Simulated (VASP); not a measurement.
# Settings for BeTe: relaxation of the cell

BeTe, F-43m (no. 216), 2 atoms in the cell. LDA; PAW potentials Te, Be (LDA set). VASP 6.6.1. The cell is changed on purpose: volume scaled by 1.1.

Wanted: cell volume within 0.2 %; lattice lengths within 0.1 %; shortest distances from each atom, periodic images included within 0.005 Å.

What the run is for: cell; Accuracy asked: standard.

The series start from Plane-wave cutoff (eV): 380; k-point mesh: 6 × 6 × 6; Relaxation passes: 2; Ionic threshold (EDIFFG): -0.005; Electronic threshold (eV): 1e-6; Precision mode (PREC): Accurate; Relaxation algorithm: IBRION=2 POTIM=0.5. Each series keeps the choices made before it, and each single choice may use up half of a tolerance. Times cover all steps of a run.

## Plane-wave cutoff (eV)

| Plane-wave cutoff (eV) | Cell volume (Å³) | Lattice lengths, largest deviation against the largest value | Shortest distances from each atom, periodic images included, largest deviation (Å) | Time (s) |
|---|---|---|---|---|
| 250 | 43.03 | 0.0099 % | 0.0002 | 6.7 |
| 290 | 43.05 | 0.003 % | 0.0001 | 7.5 |
| 320 | 43.04 | 0.00051 % | 0.0000 | 7.4 |
| 380 | 43.04 | 0.0043 % | 0.0001 | 12 |
| 440 | 43.04 | 0.0015 % | 0.0000 | 12 |
| 520 | 43.04 | 0.00076 % | 0.0000 | 14 |
| 650 (reference) | 43.04 | 0 % | 0.0000 | 22 |

Chosen: 250, the loosest value from which every tighter one stays within half of the tolerance.

## k-point mesh

| k-point mesh | Cell volume (Å³) | Lattice lengths, largest deviation against the largest value | Shortest distances from each atom, periodic images included, largest deviation (Å) | Time (s) |
|---|---|---|---|---|
| 3 × 3 × 3 | 44.17 | 0.9 % | 0.0216 | 3.9 |
| 4 × 4 × 4 | 43.32 | 0.25 % | 0.0059 | 4.8 |
| 6 × 6 × 6 | 43.03 | 0.024 % | 0.0006 | 6.7 |
| 7 × 7 × 7 | 43.01 | 0.0059 % | 0.0001 | 7.9 |
| 8 × 8 × 8 (reference) | 43 | 0 % | 0.0000 | 9.7 |

Chosen: 6 × 6 × 6.

## Relaxation passes

| Relaxation passes | Cell volume (Å³) | Lattice lengths, largest deviation against the largest value | Shortest distances from each atom, periodic images included, largest deviation (Å) | Time (s) |
|---|---|---|---|---|
| 1 | 43.03 | 0 % | 0.0000 | 5.1 |
| 2 | 43.03 | 0 % | 0.0000 | 6.7 |
| 3 (reference) | 43.03 | 0 % | 0.0000 | 8.3 |

Chosen: 1.

## Ionic threshold (EDIFFG)

| Ionic threshold (EDIFFG) | Cell volume (Å³) | Lattice lengths, largest deviation against the largest value | Shortest distances from each atom, periodic images included, largest deviation (Å) | Time (s) |
|---|---|---|---|---|
| -0.05 | 43.03 | 0.0071 % | 0.0002 | 5.4 |
| -0.02 | 43.03 | 0.0071 % | 0.0002 | 5.4 |
| -0.01 | 43.03 | 0.0071 % | 0.0002 | 5.4 |
| -0.005 | 43.03 | 0.0071 % | 0.0002 | 5.1 |
| -0.002 (reference) | 43.04 | 0 % | 0.0000 | 14 |

Chosen: -0.05.

## Electronic threshold (eV)

| Electronic threshold (eV) | Cell volume (Å³) | Lattice lengths, largest deviation against the largest value | Shortest distances from each atom, periodic images included, largest deviation (Å) | Time (s) |
|---|---|---|---|---|
| 0.0001 | 43.05 | 0.015 % | 0.0004 | 4.5 |
| 1e-5 | 43.03 | 0.001 % | 0.0000 | 5.0 |
| 1e-6 | 43.03 | 0.00076 % | 0.0000 | 5.4 |
| 1e-7 (reference) | 43.03 | 0 % | 0.0000 | 5.6 |

Chosen: 0.0001.

## Precision mode (PREC)

| Precision mode (PREC) | Cell volume (Å³) | Lattice lengths, largest deviation against the largest value | Shortest distances from each atom, periodic images included, largest deviation (Å) | Time (s) |
|---|---|---|---|---|
| Normal | 43.05 | 0.00076 % | 0.0000 | 2.8 |
| Accurate (reference) | 43.05 | 0 % | 0.0000 | 4.5 |

Chosen: Normal.

## Relaxation algorithm

| Relaxation algorithm | Cell volume (Å³) | Lattice lengths, largest deviation against the largest value | Shortest distances from each atom, periodic images included, largest deviation (Å) | Time (s) |
|---|---|---|---|---|
| IBRION=2 POTIM=0.5 | 43.05 | 0 % | 0.0000 | 2.8 |
| IBRION=2 POTIM=0.2 | 42.89 | 0.13 % | 0.0030 | 2.9 |
| IBRION=1 POTIM=0.5 | 43.09 | 0.034 % | 0.0008 | 2.7 |
| IBRION=1 POTIM=0.2 | 42.94 | 0.081 % | 0.0020 | 2.8 |

Chosen: IBRION=2 POTIM=0.5; no other choice that stays within half of the tolerance saves 30 % of the time.

## All choices together

| Input | Cell volume (Å³) | Lattice lengths, largest deviation against the largest value | Shortest distances from each atom, periodic images included, largest deviation (Å) | Time (s) |
|---|---|---|---|---|
| the program's defaults (naive) | 43.33 | 0.24 % | 0.0059 | 2.4 |
| chosen settings | 43.05 | 0.025 % | 0.0006 | 2.8 |
| reference settings throughout | 43.02 | 0 % | 0.0000 | 48 |

The tolerance is met.

Values of the reference run: Lattice lengths: 3.933, 3.933, 3.933 Å; Shortest distances from each atom, periodic images included: 2.408, 2.408, 2.408, 2.408, 2.408, 2.408, 2.408, 2.408 Å.

## The input

INCAR.step1:
```
SYSTEM = BeTe
GGA = CA
ISMEAR = 0
SIGMA = 0.03
LWAVE = .False.
LCHARG = .False.
NSW = 80
PREC = Normal
LASPH = .True.
LREAL = .False.
ALGO = Normal
EDIFF = 1E-4
NELM = 120
GGA_COMPAT = .False.
IBRION = 2
ISIF = 3
EDIFFG = -0.05
NELMIN = 4
ENCUT = 250
EFERMI = MIDGAP
POTIM = 0.5
```

INCAR.step2, as INCAR.step1 but for:
```
- NSW = 80
- IBRION = 2
- ISIF = 3
- EDIFFG = -0.05
- NELMIN = 4
- POTIM = 0.5
+ ISIF = 2
```

KPOINTS:
```
Automatic mesh
0
Gamma
  6 6 6
  0 0 0
```

POSCAR.step1:
```
BeTe
1.0
    0.0000000000      2.8594159198      2.8594159198
    2.8594159198      0.0000000000      2.8594159198
    2.8594159198      2.8594159198      0.0000000000
Te Be
1 1
Direct
    0.7500000000      0.7500000000      0.7500000000
    0.0000000000      0.0000000000      0.0000000000
```

Commands (each step's output is kept before the next begins):
```
cat potpaw_LDA.64/Te/POTCAR potpaw_LDA.64/Be/POTCAR > POTCAR
cp INCAR.step1 INCAR
cp POSCAR.step1 POSCAR
mpirun -np 1 vasp_std > vasp.out
cp CONTCAR POSCAR
cp INCAR.step2 INCAR
mpirun -np 1 vasp_std > vasp.out
```

The chosen input took VASP 6.6.1 2.8 s on 1 core (AMD EPYC 9R45 (Zen 5)), a shared host.

## An input that fails: cell relaxed at a low cutoff

It runs to its end, but against the unchanged starting input it is off by 0.86 % in the cell volume, 0.29 % in the lattice lengths, 0.0069 Å in the shortest distances from each atom, periodic images included.

Changes against the starting input:
```
(all steps)
- PREC = Accurate
- NELM = 120
- ENCUT = 380
+ PREC = Low
+ NELM = 84
+ ENCUT = 180
```
